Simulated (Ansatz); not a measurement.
# SnSe (CsCl type): the cost of one run

Method: DFT PBEsol, scalar-relativistic, plane waves, PAW, in Ansatz 0.2.0.

## (1) Starting point

The structure is cubic, space group Pm-3m (No. 221). The conventional cell has a = 3.517 Å, b = 3.517 Å, c = 3.517 Å, α = 90.00°, β = 90.00°, γ = 90.00°. Sn (site symmetry m-3m) is surrounded by 8 Se at 3.05 Å. Se (site symmetry m-3m) is surrounded by 8 Sn at 3.05 Å.

Coordinates:

```
Sn Se
1.0
     3.51689    0.00000    0.00000
     0.00000    3.51689    0.00000
     0.00000    0.00000    3.51689
Sn Se
1 1
Direct
  0.00000 0.00000 0.00000
  0.50000 0.50000 0.50000
```

## (2) Volume × 1.35

Contents of input.yaml:

```yaml
crystal:
  lattice:
    - [3.5168869895, 0.0, 0.0]
    - [0.0, 3.5168869895, 0.0]
    - [0.0, 0.0, 3.5168869895]
  atoms:
    - { symbol: Sn, position: [0.0, 0.0, 0.0] }
    - { symbol: Se, position: [0.5, 0.5, 0.5] }
scf:
  occupations: { method: gaussian, width: 0.1 }
output:
  forces: true
  stress: true
  eigenvalues: true
  write_density: true
  write_potential: true
  elf: true
  volumetric_format: npy
hamiltonian:
  xc: pbesol
basis:
  ecutwfc: 500
kpoints:
  mp_grid: { grid: [20, 20, 20] }
```

Started as:

```console
$ ansatz run input.yaml --threads 1 --pin off --max-ram 2867MiB --backend cpu --events-out ev --progress --plain --runs-dir out
```

Q: Estimate wall time and peak memory on 1 thread of Intel Xeon at 2.30GHz, shared host.

About 14 s, with a peak of 0.57 GiB.
